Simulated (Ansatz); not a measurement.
# Errors in the dipole moment

8 molecules with halogens; the dipole moment in D, computed less measured. Shapes, held fixed at every level: PBE0-D4/def2-TZVP. No vibrational averaging. Dipoles are compared by magnitude; molecules under 1 D, whose direction can flip, are left out. Programs: Ansatz 0.2.0. Measured values: NIST CCCBDB.

Levels: A = PBE-D4/def2-TZVPP; B = B3LYP-D4/def2-TZVPP; C = wB97M-V/def2-TZVPP.

| molecule | measured | A | B | C |
| --- | --- | --- | --- | --- |
| BrF (bromine fluoride) | 1.42 | -0.18 | -0.02 | +0.02 |
| HOF (hypofluorous acid) | 2.23 | -0.35 | -0.27 | -0.27 |
| PF3 (phosphorus trifluoride) | 1.03 | -0.19 | +0.02 | +0.04 |
| CH2Br2 (dibromomethane) | 1.43 | 0.00 | +0.06 | +0.07 |
| CH2F2 (difluoromethane) | 1.97 | -0.25 | -0.10 | -0.11 |
| CH3I (methyl iodide) | 1.62 | +0.03 | +0.06 | +0.05 |
| CHF3 (trifluoromethane) | 1.65 | -0.22 | -0.08 | -0.09 |
| C2H2F2 (SMILES C=C(F)F) | 1.38 | -0.39 | -0.21 | -0.24 |

Question: Sum up the errors.

Answer: 
```csv
level,kind,mean error,mean absolute error,worst case
PBE-D4/def2-TZVPP,GGA,-0.194,0.201,C2H2F2
B3LYP-D4/def2-TZVPP,global hybrid,-0.068,0.103,HOF
wB97M-V/def2-TZVPP,range-separated hybrid,-0.066,0.111,HOF
```

On this set B3LYP-D4/def2-TZVPP has the smallest mean absolute error and PBE-D4/def2-TZVPP the largest. PBE-D4/def2-TZVPP is too low in 6 of 8. All levels miss HOF on one side, which points to its shape or to the tabulated value. The tabulated value of HOF is in doubt (older tables, estimates, or at odds with other calculations) and kept here. Over the 7 molecules whose values aren't doubted the mean absolute errors are A 0.180; B 0.079; C 0.089. The smallest two are near a tie. For atoms past krypton def2 sets carry core potentials with scalar relativity. Relativity is left out for Br. The set is small.

The PBE deficit follows fluorine: every fluorine-containing molecule comes out too low, while CH2Br2 and CH3I are nearly exact. Fluorine's compact, low-lying 2p shell makes its bonds strongly polar, so their dipoles are sensitive to how far charge is shifted towards the halogen, and PBE probably leaves that charge too evenly shared. Both hybrids raise the dipole in every row, which helps the fluorides but slightly worsens the two heavier halides, so PBE's success there may owe something to cancellation.

The hybrids nearly close the gap for BrF and PF3, yet all three C-F compounds remain too low, most clearly C2H2F2 at -0.21 and -0.24. In that molecule, donation from the fluorine lone pairs into the C=C π system opposes the σ-bond polarity, so a small imbalance between the two shows up in the net dipole. The shared remainder could also reflect the lack of diffuse functions in the basis, which these three levels can't separate from a functional error.
